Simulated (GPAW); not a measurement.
The system is Li2S.

```
CELL_PARAMETERS angstrom
0.00000 2.84450 2.84450
2.84450 0.00000 2.84450
2.84450 2.84450 0.00000
ATOMIC_POSITIONS crystal
S 0.00000 0.00000 0.00000
Li 0.75000 0.75000 0.75000
Li 0.25000 0.25000 0.25000
```

Program: GPAW 26.7.0. Alike in all runs: no spin polarisation; cell as given; k mesh 8 × 8 × 8; cutoff (eV) 800.

Task: Order these runs on this cell by their band gap on the k mesh, lowest first.
A. level PBE; potentials or basis GPAW PAW data sets (gpaw-data 1.2.1), pw; smearing gaussian 0.03 eV
B. level PBEsol; potentials or basis PAW data sets generated in the run's folder for this functional, pw; smearing gaussian 0.02 eV
C. level r2SCAN; potentials or basis GPAW PAW data sets (gpaw-data 1.2.1), pw; smearing fermi-dirac 0.05 eV; band path GXWKGLUWLK,UX; band points 80

Result: B (3.21 eV), A (3.38 eV), C (3.87 eV).

A k mesh can miss the band edges.

Not every run made on this cell is shown here.
